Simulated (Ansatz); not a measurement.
# Sc under strains and displacements

Method: DFT PBE, scalar-relativistic, plane waves, PAW in Ansatz.

Settings: cutoff 420 eV, Γ-centred mesh 10×10×10 on the computed 4-atom cell, Gaussian smearing of 0.10 eV; no spin polarisation.

Reference cell:

```xyz
4
Lattice="-3.0880 3.0880 2.7062 3.0880 -3.0880 2.7062 3.0880 3.0880 -2.7062" Properties=species:S:1:pos:R:3 pbc="T T T"
Sc    2.0768    1.0112    0.0000
Sc    1.0112    4.0992    0.0000
Sc    2.0768   -1.0112    2.7062
Sc    1.0112    2.0768    2.7062
```

Each variant moves atoms of this cell by the vectors given, if any (Å), and then applies a symmetric strain (tensor components, Cartesian axes). The reference cell isn't relaxed at this level. Energies are per atom at zero smearing, counted from the lowest variant. Pressure is positive in compression.

1. strain (xx yy zz yz xz xy, %) -4.96 -4.96 -1.96 0.00 0.00 0.00; moves: Sc1 (-0.042, 0.042, 0.000); Sc2 (0.042, 0.042, 0.000); Sc3 (-0.042, -0.042, 0.000); Sc4 (0.042, -0.042, 0.000)
2. strain (xx yy zz yz xz xy, %) -3.07 -2.64 -1.62 1.00 0.24 -0.25; moves: Sc1 (0.201, -0.096, -0.159); Sc2 (0.091, -0.101, -0.185); Sc3 (-0.149, 0.088, 0.191); Sc4 (-0.144, 0.109, 0.153)
3. strain (xx yy zz yz xz xy, %) 3.64 3.64 0.64 0.00 0.00 0.00; moves: Sc1 (-0.071, 0.071, 0.000); Sc2 (0.071, 0.071, 0.000); Sc3 (-0.071, -0.071, 0.000); Sc4 (0.071, -0.071, 0.000)
4. strain (xx yy zz yz xz xy, %) -0.98 -0.98 -6.98 0.00 0.00 0.00; moves: Sc1 (0.042, -0.042, 0.000); Sc2 (-0.042, -0.042, 0.000); Sc3 (0.042, 0.042, 0.000); Sc4 (-0.042, 0.042, 0.000)
5. strain (xx yy zz yz xz xy, %) 2.29 2.29 0.79 0.00 0.00 0.00; moves: Sc1 (-0.021, 0.021, 0.000); Sc2 (0.021, 0.021, 0.000); Sc3 (-0.021, -0.021, 0.000); Sc4 (0.021, -0.021, 0.000)

```
result  ΔE (meV/atom) P (GPa) largest force (eV/Å)
     A           55.5     6.15                  0.64
     B          263.3     6.88                  2.59
     C            0.0    -2.30                  0.31
     D           49.4     6.51                  0.35
     E           60.7    -3.30                  0.86
```

Task: Which variant gave which result?

Result: A is 4, B is 2, C is 5, D is 1, E is 3.

This form isn't the element's structure at ambient conditions.